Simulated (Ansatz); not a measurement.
Orbital-resolved density of states of HfN

```yaml
crystal:
  lattice:
    - [0.00000, 2.25900, 2.25900]
    - [2.25900, 0.00000, 2.25900]
    - [2.25900, 2.25900, 0.00000]
  atoms:
    - { symbol: Hf, position: [0.00000, 0.00000, 0.00000] }
    - { symbol: N, position: [0.50000, 0.50000, 0.50000] }
```

Atoms are numbered in the order listed.

The cell comes from COD entry 1539063, which wasn't checked; take it as a given geometry.

Spin polarisation is left out, and whether a magnetic state lies lower isn't shown here.

No spin–orbit coupling, which matters for the heavy atoms here.

Computed with Ansatz 0.2.0, DFT, LDA, all-electron LAPW, scalar-relativistic.

The runs use a Γ-centred 10×10×10 k mesh, Fermi–Dirac smearing of 0.03 eV, basis error target 1 meV/atom, no spin polarisation.

States per eV for one atom of each kind, in 0.4 eV bins named by their centres, from the Fermi level, projected on a minimal set of Löwdin-orthogonalised atomic shells; orbitals are real harmonics on the Cartesian axes, equal curves share a column, and empty bins are left out, as is all above 1.6 eV, near the top of the computed bands.

Hf1 4f:

```
# E all fz3 fxz2=fyz2 fz(x2-y2) fxyz fx(x2-3y2)=fy(3x2-y2)
-12.7 33.88 4.65 4.86 4.99 4.97 4.78
-12.3 0.90 0.29 0.11 0.00 0.03 0.18
-7.1 0.01 0.00 0.00 0.00 0.00 0.00
-5.9 0.01 0.00 0.00 0.00 0.00 0.00
-5.5 0.01 0.00 0.00 0.00 0.00 0.00
-5.1 0.01 0.00 0.00 0.00 0.00 0.00
-4.7 0.01 0.00 0.00 0.00 0.00 0.00
-4.3 0.01 0.00 0.00 0.00 0.00 0.00
```

Hf1 5d:

```
# E all dz2=dx2-y2 dxz=dyz=dxy
-12.7 0.03 0.01 0.00
-12.3 0.01 0.00 0.00
-8.7 0.03 0.00 0.01
-8.3 0.10 0.00 0.03
-7.9 0.18 0.01 0.05
-7.5 0.27 0.02 0.08
-7.1 0.27 0.03 0.07
-6.7 0.21 0.04 0.04
-6.3 0.17 0.04 0.03
-5.9 0.70 0.25 0.07
-5.5 1.07 0.25 0.19
-5.1 0.59 0.12 0.12
-4.7 0.40 0.07 0.09
-4.3 0.22 0.03 0.05
-3.9 0.10 0.01 0.02
-3.5 0.02 0.00 0.01
-3.1 0.03 0.00 0.01
-2.7 0.07 0.00 0.02
-2.3 0.12 0.00 0.04
-1.9 0.17 0.00 0.05
-1.5 0.22 0.00 0.07
-1.1 0.27 0.00 0.09
-0.7 0.34 0.00 0.11
-0.3 0.43 0.00 0.14
0.1 0.49 0.00 0.16
0.5 0.55 0.01 0.18
0.9 0.59 0.01 0.19
1.3 0.55 0.01 0.18
```

N2 2p:

```
# E all pz=px=py
-12.7 0.06 0.02
-8.7 0.04 0.01
-8.3 0.14 0.05
-7.9 0.28 0.09
-7.5 0.49 0.16
-7.1 0.57 0.19
-6.7 0.53 0.18
-6.3 0.43 0.14
-5.9 1.43 0.48
-5.5 2.39 0.80
-5.1 1.22 0.41
-4.7 0.90 0.30
-4.3 0.63 0.21
-3.9 0.39 0.13
-3.5 0.12 0.04
-3.1 0.04 0.01
-2.7 0.04 0.01
-2.3 0.05 0.02
-1.9 0.07 0.02
-1.5 0.08 0.03
-1.1 0.09 0.03
-0.7 0.10 0.03
-0.3 0.11 0.04
0.1 0.13 0.04
0.5 0.15 0.05
0.9 0.14 0.05
1.3 0.11 0.04
```
